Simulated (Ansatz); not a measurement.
# NaH: the cost of one run

Computed with Ansatz 0.2.0 (DFT PBEsol, scalar-relativistic, plane waves, PAW, unless a step's input says otherwise).

### Step 1. The structure to begin with

Symmetry: Pm-3m, No. 221, cubic system. Conventional cell: a = 2.955 Å, b = 2.955 Å, c = 2.955 Å, α = 90.00°, β = 90.00°, γ = 90.00°. Na (site symmetry m-3m) has 8 H at 2.56 Å as nearest neighbours. H (site symmetry m-3m) is surrounded by 8 Na at 2.56 Å.

Coordinates:

```cif
data_structure
_symmetry_space_group_name_H-M 'Pm-3m'
_symmetry_Int_Tables_number 221
_cell_length_a 2.9551
_cell_length_b 2.9551
_cell_length_c 2.9551
_cell_angle_alpha 90.000
_cell_angle_beta 90.000
_cell_angle_gamma 90.000
_cell_volume 25.81
loop_
_atom_site_label
_atom_site_type_symbol
_atom_site_symmetry_multiplicity
_atom_site_Wyckoff_symbol
_atom_site_fract_x
_atom_site_fract_y
_atom_site_fract_z
_atom_site_occupancy
Na1 Na 1 a 0.00000 0.00000 0.00000 1
H1 H 1 b 0.50000 0.50000 0.50000 1
```

It goes back to an entry of the Materials Project, which need not be the stable form.

No relaxation comes first: the listed cell is the starting point.

### Step 2. Zero of energy

Reference values: F = -1491.6130 eV; pressure -0.41 GPa; largest force 0.000 eV/Å; gap on the mesh 0.81 eV. It was computed beforehand with the settings of the runs below.

### Step 3. The scan: energy and stress against strain

The cell is strained by ε times the Voigt pattern (1, -1, 0, 0, 0, 0) (xx, yy, zz, yz, xz, xy; engineering shear), with fractional coordinates fixed (clamped ions). The stress on the pattern is the sum of the stress components weighted by it, tension positive.

### Step 4. At ε = -0.0400

input.yaml reads:

```yaml
crystal:
  lattice:
    - [2.83691904, 0.0, 0.0]
    - [0.0, 3.07332896, 0.0]
    - [0.0, 0.0, 2.955124]
  atoms:
    - { symbol: Na, position: [0.0, 0.0, 0.0] }
    - { symbol: H, position: [0.5, 0.5, 0.5] }
basis:
  ecutwfc: 420
kpoints:
  mp_grid: { grid: [10, 10, 10] }
hamiltonian:
  xc: pbesol
scf:
  occupations: { method: gaussian, width: 0.05 }
output:
  forces: true
  stress: true
  eigenvalues: true
```

**Question.** How long does this run take on 1 thread of an Arm CPU, shared host, and how much memory does it need?

About 4.1 s, with a peak of 0.31 GiB.
